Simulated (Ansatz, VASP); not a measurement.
**TePb: VASP beside Ansatz**

```
CELL_PARAMETERS angstrom
0.00000 3.28478 3.28478
3.28478 0.00000 3.28478
3.28478 3.28478 0.00000
ATOMIC_POSITIONS crystal
Te 0.00000 0.00000 0.00000
Pb 0.50000 0.50000 0.50000
```

Alike in both runs: functional PBE; k mesh 6 × 6 × 6; occupations gaussian, width 0.02 eV; no spin polarisation.

Ansatz relaxed the structure, and its values are those at the end. VASP's run is a single point on that final structure, the one shown.

|  | VASP | Ansatz |
| --- | --- | --- |
| version | VASP 6.6.1 | Ansatz 0.2.0 |
| potentials or method | VASP PAW PBE potentials, release 64 (Te, Pb_d) | scalar-relativistic, plane waves, PAW |
| plane-wave cutoff (eV) | 520 | 420 |
| valence electrons in the cell | 20 | 30 |

```tsv
	VASP	Ansatz	Ansatz less VASP
gap on the k mesh at the Fermi level (eV)	0.83	0.83	-0.004
least direct gap on the mesh (eV)	0.83	0.83	-0.004
pressure (GPa)	0.0	0.0	+0.04
```

With one functional, cell and mesh, what is left measures potentials, basis and numerics. The two sets of potentials don't hold the same shells in valence.

Caveats: spin-orbit coupling is left out, which as a rule narrows the gap of such compounds by several tenths of an eV. A k mesh can miss the band edges.
